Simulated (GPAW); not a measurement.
# TiTe2 (P-3m1) in GPAW: a series of runs, part 2 of 2

GPAW 26.7.0. Earlier steps stand in the parts before.

### 3 Relaxation of cell and atoms, PBE+D3(BJ)

run.py

```python
from ase.calculators.mixing import SumCalculator
from ase.filters import FrechetCellFilter
from ase.io import read, write
from ase.optimize import BFGS
from dftd3.ase import DFTD3
from gpaw import GPAW, PW

atoms = read('POSCAR')

calc = GPAW(mode=PW(600),
            xc='PBE',
            kpts={'size': (6, 6, 3), 'gamma': True},
            occupations={'name': 'fermi-dirac', 'width': 0.05},
            nbands=24,
            convergence={'density': 1e-05, 'energy': 1e-05},
            maxiter=150,
            txt='gpaw.txt')
atoms.calc = SumCalculator([calc, DFTD3(method='pbe', damping='d3bj')])
opt = BFGS(FrechetCellFilter(atoms), trajectory='relax.traj', logfile='-')
done = opt.run(fmax=0.02, steps=100)
calc.write('gs.gpw')
write('result.traj', atoms)
print('Converged:', done)
print('Cell:', atoms.cell.cellpar().round(4))
print('Volume:', round(atoms.get_volume(), 4))
print(atoms.get_scaled_positions().round(5))
```

POSCAR

```
TiTe2
1.0
    3.7770000000      0.0000000000      0.0000000000
   -1.8885000000      3.2709779501      0.0000000000
    0.0000000000      0.0000000000      6.4980000000
Te Ti
2 1
Direct
    0.3333333333      0.6666666667      0.7372000000
    0.6666666667      0.3333333333      0.2628000000
    0.0000000000      0.0000000000      0.0000000000
```

Potentials or basis: GPAW PAW data sets (gpaw-data 1.2.1), pw.

The run is started by

```
> OMP_NUM_THREADS=1 python run.py
```

gpaw.txt:

```text
__  _  _
 | _ |_)|_||  |
 |__||  | ||/\| - 26.7.0

Input parameters:
  mode=PW(ecut=600.0),
  convergence={'density': 1e-05, 'energy': 1e-05},
  kpts=MonkhorstPack(size=(6, 6, 3), gamma=True),
  maxiter=150,
  nbands=24,
  occupations=Occupations(name='fermi-dirac', width=0.05),
  xc=XC(name='PBE')

Diagonalizing LCAO Hamiltonian
Converting LCAO to pw mode

        Te

            Te

       Ti

Atoms  # Å, Bohr magnetons
|   | symbol |         x |        y |        z |    initial magnetic moments |
|---|--------|-----------|----------|----------|-----------------------------|
| 0 |     Te | -0.000000 | 2.180652 | 4.790326 | ( 0.0000,  0.0000,  0.0000) |
| 1 |     Te |  1.888500 | 1.090326 | 1.707674 | ( 0.0000,  0.0000,  0.0000) |
| 2 |     Ti |  0.000000 | 0.000000 | 0.000000 | ( 0.0000,  0.0000,  0.0000) |

Unit cell  # Å
| periodic |         x |        y |        z |  lengths |     angles |
|----------|-----------|----------|----------|----------|------------|
|      yes |  3.777000 | 0.000000 | 0.000000 | 3.777000 |  90.000000 |
|      yes | -1.888500 | 3.270978 | 0.000000 | 3.777000 |  90.000000 |
|      yes |  0.000000 | 0.000000 | 6.498000 | 6.498000 | 120.000000 |

Number of symmetries: 12
Symmetry operations  # r_c * U_cc + t_c -> r_c
|    | kind |            matrix            |
|----|------|------------------------------|
|  0 |  σ   |  1, 1, 0,  0,-1, 0,  0, 0, 1 |
|  1 |  S6  |  1, 1, 0, -1, 0, 0,  0, 0,-1 |
|  2 |  E   |  1, 0, 0,  0, 1, 0,  0, 0, 1 |
|  3 |  C2  |  1, 0, 0, -1,-1, 0,  0, 0,-1 |
|  4 |  C2  |  0, 1, 0,  1, 0, 0,  0, 0,-1 |
|  5 |  C3  |  0, 1, 0, -1,-1, 0,  0, 0, 1 |
|  6 |  S6  |  0,-1, 0,  1, 1, 0,  0, 0,-1 |
|  7 |  σ   |  0,-1, 0, -1, 0, 0,  0, 0, 1 |
|  8 |  σ   | -1, 0, 0,  1, 1, 0,  0, 0, 1 |
|  9 |  i   | -1, 0, 0,  0,-1, 0,  0, 0,-1 |
| 10 |  C3  | -1,-1, 0,  1, 0, 0,  0, 0, 1 |
| 11 |  C2  | -1,-1, 0,  0, 1, 0,  0, 0,-1 |
[... 188 lines left out ...]
No gap
No difference between direct/indirect transitions

Stress tensor  # eV/Ang^3
|         x |         y |         z |
|-----------|-----------|-----------|
| -0.002736 |  0.000000 |  0.000000 |
|  0.000000 | -0.002736 |  0.000000 |
|  0.000000 |  0.000000 | -0.002511 |

Forces  # eV/Ang
|        x |       y |        z |
|----------|---------|----------|
|  0.00000 | 0.00000 |  0.04983 |  # Te   0
| -0.00000 | 0.00000 | -0.04983 |  # Te   1
| -0.00000 | 0.00000 |  0.00000 |  # Ti   2

Interpolating wave functions to new cell

        Te

            Te

       Ti

Atoms  # Å, Bohr magnetons
|   | symbol |         x |         y |         z |    initial magnetic moments |
|---|--------|-----------|-----------|-----------|-----------------------------|
| 0 |     Te | -0.000000 |  2.176343 |  4.781212 | ( 0.0000,  0.0000,  0.0000) |
| 1 |     Te |  1.884769 |  1.088172 |  1.703568 | ( 0.0000,  0.0000,  0.0000) |
| 2 |     Ti | -0.000000 | -0.000000 | -0.000000 | ( 0.0000,  0.0000,  0.0000) |
[... 221 lines left out ...]
Forces  # eV/Ang
|        x |        y |        z |
|----------|----------|----------|
| -0.00000 |  0.00000 | -0.00635 |  # Te   0
|  0.00000 | -0.00000 |  0.00635 |  # Te   1
| -0.00000 | -0.00000 |  0.00000 |  # Ti   2

Interpolating wave functions to new cell

        Te

            Te

       Ti

Atoms  # Å, Bohr magnetons
|   | symbol |         x |        y |        z |    initial magnetic moments |
|---|--------|-----------|----------|----------|-----------------------------|
| 0 |     Te | -0.000000 | 2.152450 | 4.727103 | ( 0.0000,  0.0000,  0.0000) |
| 1 |     Te |  1.864076 | 1.076225 | 1.685419 | ( 0.0000,  0.0000,  0.0000) |
| 2 |     Ti |  0.000000 | 0.000000 | 0.000000 | ( 0.0000,  0.0000,  0.0000) |

Unit cell  # Å
| periodic |         x |         y |         z |  lengths |     angles |
|----------|-----------|-----------|-----------|----------|------------|
|      yes |  3.728153 |  0.000000 |  0.000000 | 3.728153 |  90.000000 |
|      yes | -1.864076 |  3.228675 | -0.000000 | 3.728153 |  90.000000 |
|      yes |  0.000000 | -0.000000 |  6.412522 | 6.412522 | 120.000000 |

Number of symmetries: 12
Symmetry operations  # r_c * U_cc + t_c -> r_c
|    | kind |            matrix            |
|----|------|------------------------------|
|  0 |  σ   |  1, 1, 0,  0,-1, 0,  0, 0, 1 |
|  1 |  S6  |  1, 1, 0, -1, 0, 0,  0, 0,-1 |
|  2 |  E   |  1, 0, 0,  0, 1, 0,  0, 0, 1 |
|  3 |  C2  |  1, 0, 0, -1,-1, 0,  0, 0,-1 |
|  4 |  C2  |  0, 1, 0,  1, 0, 0,  0, 0,-1 |
|  5 |  C3  |  0, 1, 0, -1,-1, 0,  0, 0, 1 |
|  6 |  S6  |  0,-1, 0,  1, 1, 0,  0, 0,-1 |
|  7 |  σ   |  0,-1, 0, -1, 0, 0,  0, 0, 1 |
|  8 |  σ   | -1, 0, 0,  1, 1, 0,  0, 0, 1 |
|  9 |  i   | -1, 0, 0,  0,-1, 0,  0, 0,-1 |
| 10 |  C3  | -1,-1, 0,  1, 0, 0,  0, 0, 1 |
| 11 |  C2  | -1,-1, 0,  0, 1, 0,  0, 0,-1 |
[... 197 lines left out ...]
Forces  # eV/Ang
|        x |        y |        z |
|----------|----------|----------|
| -0.00000 |  0.00000 | -0.29040 |  # Te   0
|  0.00000 | -0.00000 |  0.29040 |  # Te   1
|  0.00000 |  0.00000 |  0.00000 |  # Ti   2

Interpolating wave functions to new cell

        Te

            Te

       Ti

Atoms  # Å, Bohr magnetons
|   | symbol |         x |        y |        z |    initial magnetic moments |
|---|--------|-----------|----------|----------|-----------------------------|
| 0 |     Te | -0.000000 | 2.150291 | 4.718660 | ( 0.0000,  0.0000,  0.0000) |
| 1 |     Te |  1.862207 | 1.075146 | 1.687884 | ( 0.0000,  0.0000,  0.0000) |
| 2 |     Ti |  0.000000 | 0.000000 | 0.000000 | ( 0.0000,  0.0000,  0.0000) |

Unit cell  # Å
| periodic |         x |         y |         z |  lengths |     angles |
|----------|-----------|-----------|-----------|----------|------------|
|      yes |  3.724413 |  0.000000 |  0.000000 | 3.724413 |  90.000000 |
|      yes | -1.862207 |  3.225437 | -0.000000 | 3.724413 |  90.000000 |
|      yes |  0.000000 | -0.000000 |  6.406544 | 6.406544 | 120.000000 |

Number of symmetries: 12
Symmetry operations  # r_c * U_cc + t_c -> r_c
|    | kind |            matrix            |
|----|------|------------------------------|
|  0 |  σ   |  1, 1, 0,  0,-1, 0,  0, 0, 1 |
|  1 |  S6  |  1, 1, 0, -1, 0, 0,  0, 0,-1 |
|  2 |  E   |  1, 0, 0,  0, 1, 0,  0, 0, 1 |
|  3 |  C2  |  1, 0, 0, -1,-1, 0,  0, 0,-1 |
|  4 |  C2  |  0, 1, 0,  1, 0, 0,  0, 0,-1 |
|  5 |  C3  |  0, 1, 0, -1,-1, 0,  0, 0, 1 |
|  6 |  S6  |  0,-1, 0,  1, 1, 0,  0, 0,-1 |
|  7 |  σ   |  0,-1, 0, -1, 0, 0,  0, 0, 1 |
|  8 |  σ   | -1, 0, 0,  1, 1, 0,  0, 0, 1 |
|  9 |  i   | -1, 0, 0,  0,-1, 0,  0, 0,-1 |
| 10 |  C3  | -1,-1, 0,  1, 0, 0,  0, 0, 1 |
| 11 |  C2  | -1,-1, 0,  0, 1, 0,  0, 0,-1 |
[... 197 lines left out ...]
Forces  # eV/Ang
|        x |        y |        z |
|----------|----------|----------|
| -0.00000 |  0.00000 | -0.27395 |  # Te   0
|  0.00000 | -0.00000 |  0.27395 |  # Te   1
| -0.00000 |  0.00000 |  0.00000 |  # Ti   2

Interpolating wave functions to new cell

        Te

            Te

       Ti

Atoms  # Å, Bohr magnetons
|   | symbol |         x |         y |        z |    initial magnetic moments |
|---|--------|-----------|-----------|----------|-----------------------------|
| 0 |     Te | -0.000000 |  2.132101 | 4.632676 | ( 0.0000,  0.0000,  0.0000) |
| 1 |     Te |  1.846454 |  1.066050 | 1.720174 | ( 0.0000,  0.0000,  0.0000) |
| 2 |     Ti | -0.000000 | -0.000000 | 0.000000 | ( 0.0000,  0.0000,  0.0000) |

Unit cell  # Å
| periodic |         x |         y |         z |  lengths |     angles |
|----------|-----------|-----------|-----------|----------|------------|
|      yes |  3.692907 |  0.000000 |  0.000000 | 3.692907 |  90.000000 |
|      yes | -1.846454 |  3.198151 | -0.000000 | 3.692907 |  90.000000 |
|      yes |  0.000000 | -0.000000 |  6.352850 | 6.352850 | 120.000000 |

Number of symmetries: 12
Symmetry operations  # r_c * U_cc + t_c -> r_c
|    | kind |            matrix            |
|----|------|------------------------------|
|  0 |  σ   |  1, 1, 0,  0,-1, 0,  0, 0, 1 |
|  1 |  S6  |  1, 1, 0, -1, 0, 0,  0, 0,-1 |
|  2 |  E   |  1, 0, 0,  0, 1, 0,  0, 0, 1 |
|  3 |  C2  |  1, 0, 0, -1,-1, 0,  0, 0,-1 |
|  4 |  C2  |  0, 1, 0,  1, 0, 0,  0, 0,-1 |
|  5 |  C3  |  0, 1, 0, -1,-1, 0,  0, 0, 1 |
|  6 |  S6  |  0,-1, 0,  1, 1, 0,  0, 0,-1 |
|  7 |  σ   |  0,-1, 0, -1, 0, 0,  0, 0, 1 |
|  8 |  σ   | -1, 0, 0,  1, 1, 0,  0, 0, 1 |
|  9 |  i   | -1, 0, 0,  0,-1, 0,  0, 0,-1 |
| 10 |  C3  | -1,-1, 0,  1, 0, 0,  0, 0, 1 |
| 11 |  C2  | -1,-1, 0,  0, 1, 0,  0, 0,-1 |
[... 1399 lines left out ...]
Stress tensor  # eV/Ang^3
|         x |         y |         z |
|-----------|-----------|-----------|
| -0.020608 |  0.000000 |  0.000000 |
|  0.000000 | -0.020608 | -0.000000 |
|  0.000000 | -0.000000 | -0.021238 |

Forces  # eV/Ang
|        x |        y |        z |
|----------|----------|----------|
|  0.00000 | -0.00000 |  0.00870 |  # Te   0
| -0.00000 |  0.00000 | -0.00870 |  # Te   1
|  0.00000 |  0.00000 |  0.00000 |  # Ti   2

# Writing to gs.gpw (mode='')
```

Run time: 3.5 min. Hardware: 1 thread of Arm Neoverse V1, shared host; peak memory 0.28 GiB.

What came out:

* Free energy: -16.6916 eV
* Relaxed volume: 25.02 Å³/atom
* Relaxed cell: a = 3.712 Å, b = 3.712 Å, c = 6.289 Å, α = 90.00°, β = 90.00°, γ = 120.00°
* Space group after relaxing (to 0.05 Å): P-3m1 (No. 164)
* Energy gained by relaxing: 12.2 meV/atom
* Ionic steps: 10
* Pressure after relaxing: 0.0 GPa
* Band gap on the k mesh: none (metal or under the smearing width)
* Dispersion energy per atom: -0.526 eV

Forces in eV/Å, atoms in the order of the input:
```
Te   0.000  0.000  0.002
Te   0.000  0.000 -0.002
Ti   0.000  0.000  0.000
```

Step by step:
```
step  energy change (eV)  largest force (eV/Å)  pressure (GPa)  volume (Å³)
   1              0.0000                0.0443           -2.51        80.28
   2             -0.0065                0.0121           -2.14        79.80
   3             -0.0223                0.2975           -0.02        77.19
   4             -0.0243                0.2810            0.03        76.96
   5             -0.0337                0.0070            0.12        75.03
   6             -0.0342                0.0025            0.01        75.17
   7             -0.0356                0.0097           -0.19        75.41
   8             -0.0365                0.0147           -0.26        75.43
   9             -0.0369                0.0092           -0.15        75.22
  10             -0.0367                0.0024           -0.03        75.06
```

Final structure:
```
CELL_PARAMETERS angstrom
3.71219 0.00000 0.00000
-1.85610 3.21485 0.00000
0.00000 0.00000 6.28915
ATOMIC_POSITIONS crystal
Te 0.33333 0.66667 0.72827
Te 0.66667 0.33333 0.27173
Ti 0.00000 0.00000 0.00000
```

Levels at points of the mesh, in eV from the Fermi level:
```csv
k point,band 10,band 11,band 12,band 13,band 14,band 15
"(0.00, 0.00, 0.00)",0.33,0.47,0.47,0.90,1.24,1.24
"(0.50, 0.50, 0.00)",-2.51,-1.72,-1.25,0.01,1.31,1.66
```

Caveat: later steps reuse the first step's grids. Spin-orbit coupling is left out, which matters for the levels of Te.

### 4 Relaxation of cell and atoms, PBEsol+D4, target pressure 1 GPa, at which the enthalpy is minimised

run.py

```python
from ase.calculators.mixing import SumCalculator
from ase.filters import FrechetCellFilter
from ase.io import read, write
from ase.optimize import BFGS
from ase.units import GPa
from dftd4.ase import DFTD4
from gpaw import GPAW, PW, setup_paths

setup_paths.insert(0, '.')

atoms = read('TiTe2.xyz')

calc = GPAW(mode=PW(600),
            xc='PBEsol',
            kpts={'size': (6, 6, 3), 'gamma': True},
            occupations={'name': 'fermi-dirac', 'width': 0.05},
            nbands=24,
            convergence={'density': 1e-05, 'energy': 1e-05},
            maxiter=150,
            txt='gpaw.txt')
atoms.calc = SumCalculator([calc, DFTD4(method='pbesol')])
opt = BFGS(FrechetCellFilter(atoms, scalar_pressure=1 * GPa), trajectory='relax.traj', logfile='-')
done = opt.run(fmax=0.02, steps=40)
calc.write('gs.gpw')
write('result.traj', atoms)
print('Converged:', done)
print('Cell:', atoms.cell.cellpar().round(4))
print('Volume:', round(atoms.get_volume(), 4))
print(atoms.get_scaled_positions().round(5))
```

TiTe2.xyz

```xyz
3
Lattice="3.7770000000 0.0000000000 0.0000000000 -1.8885000000 3.2709779501 0.0000000000 0.0000000000 0.0000000000 6.4980000000" Properties=species:S:1:pos:R:3 pbc="T T T"
Te    -0.0000000002      2.1806519668      4.7903256000
Te     1.8885000002      1.0903259833      1.7076744000
Ti     0.0000000000      0.0000000000      0.0000000000
```

Potentials or basis: PAW data sets generated in the run's folder for this functional, pw.

The run is started by

```
> gpaw-setup -f PBEsol Te Ti
> OMP_NUM_THREADS=1 python run.py
```

It took 5.3 min on 1 thread of Arm Neoverse V1, shared host; peak memory 0.26 GiB.

Results (log left out):

```yaml
Free_energy: -17.2809 eV
Relaxed_volume: 23.89 Å³/atom
Relaxed_cell: a = 3.657 Å, b = 3.657 Å, c = 6.189 Å, α = 90.00°, β = 90.00°, γ = 120.00°
Space_group_after_relaxing_to_0.05_Å: P-3m1 (No. 164)
Energy_change_on_relaxing_the_enthalpy_is_what_falls: -25.0 meV/atom
Ionic_steps: 9
Pressure_after_relaxing: 1.0 GPa
Largest_force_after_relaxing: 0.006 eV/Å
Band_gap_on_the_k_mesh: none (metal or under the smearing width)
Dispersion_energy_per_atom: -0.265 eV
```

Forces in eV/Å, atoms in the order of the input:
```
Te   0.000  0.000 -0.006
Te   0.000  0.000  0.006
Ti   0.000  0.000  0.000
```

The path:
```
step  energy change (eV)  largest force (eV/Å)  pressure (GPa)  volume (Å³)
   1              0.0000                0.1949           -4.10        80.28
   2             -0.0223                0.0694           -3.31        79.31
   3             -0.0519                0.5246            0.92        74.79
   4             -0.0574                0.4684            0.79        74.67
   5             -0.0701                0.0062            0.98        71.73
   6             -0.0711                0.0061            0.98        71.79
   7             -0.0758                0.0573            1.03        71.91
   8             -0.0758                0.0367            1.03        71.79
   9             -0.0751                0.0057            1.01        71.67
```

Final structure:
```
Te Ti
1.0
     3.65668   -0.00001    0.00000
    -1.82835    3.16677    0.00000
    -0.00001    0.00000    6.18924
Te Ti
2 1
Direct
  0.33333 0.66667 0.72474
  0.66667 0.33333 0.27526
  0.00000 0.00000 0.00000
```

Levels at points of the mesh, in eV from the Fermi level:
```tsv
k point	band 9	band 10	band 11	band 12	band 13	band 14	band 15	band 16
(0.00, 0.00, 0.00)	-1.63	0.29	0.52	0.52	1.10	1.43	1.43	3.25
(0.50, 0.00, 0.00)	-3.07	-2.59	-1.70	-1.27	0.00	1.43	1.79	2.58
(0.50, 0.50, 0.00)	-3.07	-2.59	-1.70	-1.27	0.00	1.43	1.79	2.58
```

Caveat: later steps reuse the first step's grids. Spin-orbit coupling is left out, which matters for the levels of Te.

### 5 Summary

| level | potentials or basis | cell | fmax | max steps | target pressure | gap on the mesh (eV) | pressure (GPa) | relaxed volume (Å³/atom) |
| --- | --- | --- | --- | --- | --- | --- | --- | --- |
| WC | PAW data sets generated in the run's folder for this functional, pw | relaxed | 0.01 eV/Å | 100 | - | none | 0.0 | 25.30 |
| PBE+D3(BJ) | GPAW PAW data sets (gpaw-data 1.2.1), pw | relaxed | 0.02 eV/Å | 100 | - | none | 0.0 | 25.02 |
| PBEsol+D4 | PAW data sets generated in the run's folder for this functional, pw | relaxed to 1 GPa | 0.02 eV/Å | 40 | 1 GPa | none | 1.0 | - |

Alike in all rows: task relaxation of cell and atoms; no spin polarisation; k mesh 6 × 6 × 3; cutoff (eV) 600; smearing fermi-dirac 0.05 eV.

Caveats: later steps reuse the first step's grids; this functional lacks dispersion, which binds the layers, so the pressure and a relaxed spacing across them are unreliable (some runs).

Absolute energies hang on the potentials; compare differences alone.
